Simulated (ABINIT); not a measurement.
A run of ABINIT 10.8.3 (patched build):

Contents of run.abi:

```
# Pseudopotentials
pp_dirpath "./"
pseudos "Sn.GGA_PBE-JTH.xml, Se.GGA_PBE-JTH.xml"

# Structure
acell 4.2567828227 4.2567828227 4.2567828227 Angstrom
rprim
     0.0000000000     0.7071067812     0.7071067812
     0.7071067812     0.0000000000     0.7071067812
     0.7071067812     0.7071067812     0.0000000000
ntypat 2
znucl 50 34
natom 2
typat 1 2
xred
     0.0000000000     0.0000000000     0.0000000000
     0.5000000000     0.5000000000     0.5000000000

# Plane-wave basis
ecut 18.0
pawecutdg 36.0

# k points
kptopt 1
ngkpt 3 3 3
nshiftk 1
shiftk 0.0 0.0 0.0

# Exchange and correlation
ixc -497498
usekden 1
pawxcdev 0

# Bands and occupations
nband 14
occopt 3
tsmear 0.05 eV

# SCF cycle
nstep 100
tolvrs 1.0e-7

# Output
iomode 3
prtwf 0
prteig 0
prtebands 0
enunit 1
prtden 1
prtvha 1
prtvclmb 1
prtpot 1
```

Potentials or basis: JTH PAW PBE v2.0.

Run with:

```sh
$ abinit run.abi > log 2>&1
```

Hardware: 1 thread of Arm Neoverse V1, on a shared host.

Question: Estimate the wall time of this run.

Answer: Run time: 19 s on 1 thread of Arm Neoverse V1 (shared host), peak memory 0.13 GiB. Counts: scf iterations 9, mpi ranks 1, k points 4, bands 14, plane waves 1356.
